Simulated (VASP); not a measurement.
## Cu in VASP: convergence with k mesh

Input of the first run (k mesh 3 × 3 × 3); the others differ in this setting and in those tied to it:

Contents of INCAR:

```
ALGO     = Fast           # electronic algorithm
EDIFF    = 1E-6           # SCF threshold, eV
ENCUT    = 520            # plane-wave cutoff, eV
ISIF     = 2              # what is computed and relaxed
ISMEAR   = 1              # smearing method
LASPH    = True           # aspherical terms in the spheres
LCHARG   = False          # write CHGCAR
LREAL    = False          # projectors in reciprocal space
LWAVE    = False          # write WAVECAR
NBANDS   = 12             # bands
NELM     = 80             # most SCF steps
PREC     = Accurate       # precision mode
SIGMA    = 0.1            # smearing width, eV
```

KPOINTS

```
k-points
0
Gamma
  3 3 3
```

File POSCAR:

```
Cu
1.0
    0.0000000000      1.8075000000      1.8075000000
    1.8075000000      0.0000000000      1.8075000000
    1.8075000000      1.8075000000      0.0000000000
Cu
1
Direct
    0.0000000000      0.0000000000      0.0000000000
```

Potentials or basis: VASP PAW LDA potentials, release 64 (Cu).

Command:

```bash
$ cat potpaw_LDA.64/Cu/POTCAR > POTCAR
$ mpirun -np 1 vasp_std > vasp.out
```

Hardware: 1 thread of Intel(R) Xeon(R) 6975P-C (Granite Rapids), on a shared host.

```
      k mesh  energy less the tightest run, at zero smearing (meV/atom)  pressure (GPa)  SCF cycles  CPU time (s)  peak memory (GiB)
   3 × 3 × 3                                                    -331.85          -15.07          14           0.8               0.11
   4 × 4 × 4                                                     169.67          -10.16          13           0.9               0.11
   6 × 6 × 6                                                      65.13          -10.44          13           1.3               0.11
   7 × 7 × 7                                                     -40.84          -11.59          13           1.5               0.11
   9 × 9 × 9                                                     -13.63          -11.34          13           2.3               0.11
11 × 11 × 11                                                      -5.12          -11.92          13           3.5               0.12
14 × 14 × 14                                                       0.00          -11.61          13           6.1               0.12
```

Not settled before the last step: the energy (to 1 meV/atom), the pressure (to 0.1 GPa). Meshes of other sizes hit other points, so gaps and Fermi surfaces needn't settle smoothly. The tightest run that finished is the yardstick and may itself not be fully converged.
